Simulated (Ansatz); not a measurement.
## TiCo2: zone-centre modes

All numbers below come from DFT PBEsol, scalar-relativistic, plane waves, PAW (Ansatz 0.2.0). Settings: plane waves to 420 eV, k-mesh 12×12×12 (Γ-centred), Gaussian smearing 0.15 eV. No spin polarisation. A magnetic state may lie lower.

Zero of the scan (relaxed at this level; it needn't be the usual structure):

```
Ti Co
1.0
     0.00000    3.27632    3.27632
     3.27632    0.00000    3.27632
     3.27632    3.27632    0.00000
Ti Co
2 4
Cartesian
  3.2763 3.2763 3.2763
  4.9145 4.9145 4.9145
  0.8191 0.8191 0.8191
  0.8191 2.4572 2.4572
  2.4572 2.4572 0.8191
  2.4572 0.8191 2.4572
```

Harmonic modes by finite displacements of 0.02 Å, without the LO–TO term.

(1) At this geometry, is the structure stable against these modes?

(2) List the wavenumbers in cm⁻¹.

Results:

(1) No: 3 modes are unstable, the strongest at 31i cm⁻¹.

(2) 31i, 31i, 31i, 0, 0, 0, 167, 167, 167, 202, 202, 246, 246, 246, 311, 311, 311, 393.

Cost: 1 run of about 6.2 core-minutes, on Arm Neoverse V1 (shared hosts).